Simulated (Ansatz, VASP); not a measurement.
**ZnSe in VASP and in Ansatz**

```
Zn Se
1.0
     2.83943    2.83943    0.00000
    -2.83943    2.83943    0.00000
     0.00000    2.83943    2.71532
Zn Se
1 1
Direct
  0.00000 0.00000 0.00000
  0.75000 0.25000 0.50000
```

Change from the starting cell: in-plane strain +0.02, out-of-plane length and atoms relaxed by PAW.

Alike in both runs: functional LDA; k mesh 8 × 8 × 8; no spin polarisation.

Ansatz relaxed the structure, and its values are those at the end. VASP's run is a single point on that final structure, the one shown.

|  | VASP | Ansatz |
| --- | --- | --- |
| version | VASP 6.6.1 | Ansatz 0.2.0 |
| potentials or method | VASP PAW LDA potentials, release 64 (Zn, Se) | PAW with Ansatz's default frozen-core files, scalar-relativistic |
| plane-wave cutoff (eV) | 520 | 420 |
| occupations | gaussian, width 0.01 eV | fixed |
| valence electrons in the cell | 18 | 28 |

|  | VASP | Ansatz | Ansatz less VASP |
| --- | --- | --- | --- |
| gap on the k mesh at the Fermi level (eV) | 1.12 | 1.08 | -0.039 |
| pressure (GPa) | -0.7 | -1.1 | -0.35 |

The two sets of potentials don't hold the same shells in valence.
